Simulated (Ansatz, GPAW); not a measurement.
W: programs and potentials compared

```
W
1.0
    -1.58234    1.58234    1.58234
     1.58234   -1.58234    1.58234
     1.58234    1.58234   -1.58234
W
1
Cartesian
  0.0000 0.0000 0.0000
```

Alike in all runs: task single point; functional PBE; k mesh 12 × 12 × 12; occupations gaussian, width 0.024 eV; no spin polarisation; no spin-orbit coupling. Pressure is positive in compression and, in plane waves, holds the error of the finite cutoff, which Ansatz's Pulay term estimates and takes out.

```json
{"program and potentials": "Ansatz, Ansatz PAW", "plane-wave cutoff (eV)": "420", "notes": "Pulay term of +0.08 GPa included", "band gap (eV)": "no gap", "pressure (GPa)": "6.03"}
{"program and potentials": "GPAW, GPAW PAW data sets (gpaw-data 1.2.1)", "plane-wave cutoff (eV)": "600", "notes": "-", "band gap (eV)": "no gap", "pressure (GPa)": "5.82"}
{"program and potentials": "Ansatz, all-electron LAPW, scalar-relativistic", "plane-wave cutoff (eV)": "-", "notes": "-", "band gap (eV)": "no gap", "pressure (GPa)": "6.10"}
```

None finds a gap. The pressure spans 5.82 (GPAW, GPAW PAW data sets (gpaw-data 1.2.1)) to 6.10 GPa (Ansatz, all-electron LAPW, scalar-relativistic), with all-electron results at 6.10.

The functional is the same throughout but for its coding, so the spread measures potentials, basis and numerics; runs on potential files found faulty are left out.
